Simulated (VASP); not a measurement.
A VASP 6.6.1 single-point calculation on CaO

INCAR

```
IBRION = -1
ISPIN = 2
ISIF = 2
ENCUT = 520
SIGMA = 0.02
PREC = Accurate
LCHARG = .FALSE.
NBANDS = 15
NELM = 89
LREAL = .FALSE.
EDIFF = 1E-7
NSW = 0
MAGMOM = 2 -2
LWAVE = .FALSE.
LASPH = .TRUE.
GGA = PE
ISMEAR = -1
```

KPOINTS

```
KPOINTS created by Atomic Simulation Environment
0
Monkhorst-Pack
10 10 10
0 0 0
```

POSCAR

```
Ca O
 1.0000000000000000
     0.0000000000000000    2.4455011158000000    2.4455011158000000
     2.4455011158000000    0.0000000000000000    2.4455011158000000
     2.4455011158000000    2.4455011158000000    0.0000000000000000
 Ca  O
   1   1
Cartesian
  0.0000000000000000  0.0000000000000000  0.0000000000000000
  2.4455011158000000  2.4455011158000000  2.4455011158000000
```

The recommended PBE PAW datasets give the neutral cell 16 valence electrons.

Command

```
mpirun -np 1 vasp_std
```

OSZICAR

```
N       E                     dE             d eps       ncg     rms          rms(c)
DAV:   1     0.127952297547E+03    0.12795E+03   -0.83780E+03  6600   0.108E+03
DAV:   2    -0.683411898578E+01   -0.13479E+03   -0.12561E+03  8368   0.288E+02
DAV:   3    -0.122984362099E+02   -0.54643E+01   -0.54268E+01  7869   0.598E+01
DAV:   4    -0.124489018158E+02   -0.15047E+00   -0.15038E+00  9441   0.879E+00
DAV:   5    -0.124505669784E+02   -0.16652E-02   -0.16650E-02  7740   0.842E-01    0.158E+01
DAV:   6    -0.127550101861E+02   -0.30444E+00   -0.54186E+00  7237   0.199E+01    0.454E+00
DAV:   7    -0.127964844211E+02   -0.41474E-01   -0.41318E-01  7090   0.625E+00    0.183E+00
DAV:   8    -0.127789577370E+02    0.17527E-01   -0.75944E-02  8302   0.297E+00    0.788E-01
DAV:   9    -0.127963726339E+02   -0.17415E-01   -0.15721E-02  7531   0.115E+00    0.181E-01
DAV:  10    -0.127969514409E+02   -0.57881E-03   -0.55962E-04  8316   0.225E-01    0.862E-02
DAV:  11    -0.127972796845E+02   -0.32824E-03   -0.23188E-04  8070   0.126E-01    0.466E-02
DAV:  12    -0.127973918154E+02   -0.11213E-03   -0.98179E-05  8168   0.765E-02    0.579E-03
DAV:  13    -0.127973927685E+02   -0.95308E-06   -0.22617E-06  7496   0.152E-02    0.281E-03
DAV:  14    -0.127973928840E+02   -0.11555E-06   -0.43796E-07  8224   0.643E-03    0.164E-03
DAV:  15    -0.127973929601E+02   -0.76051E-07   -0.14554E-07  7744   0.312E-03
   1 F= -.12797393E+02 E0= -.12797393E+02  d E =-.107043E-12  mag=     0.0000
```

It converged. Results: pressure -3.1 GPa; magnetic moment of the cell 0.00 μB.

The shifted mesh misses Γ, so a band edge there is missed.

For comparison, a separate PBE run of the intended cell, on usual settings and not on those above, gives a gap of 3.64 eV on its mesh and a pressure of -3.1 GPa.

The run above took about 90 s on one core of a shared host (Intel Xeon Platinum 8488C) and held 0.23 GiB at most.
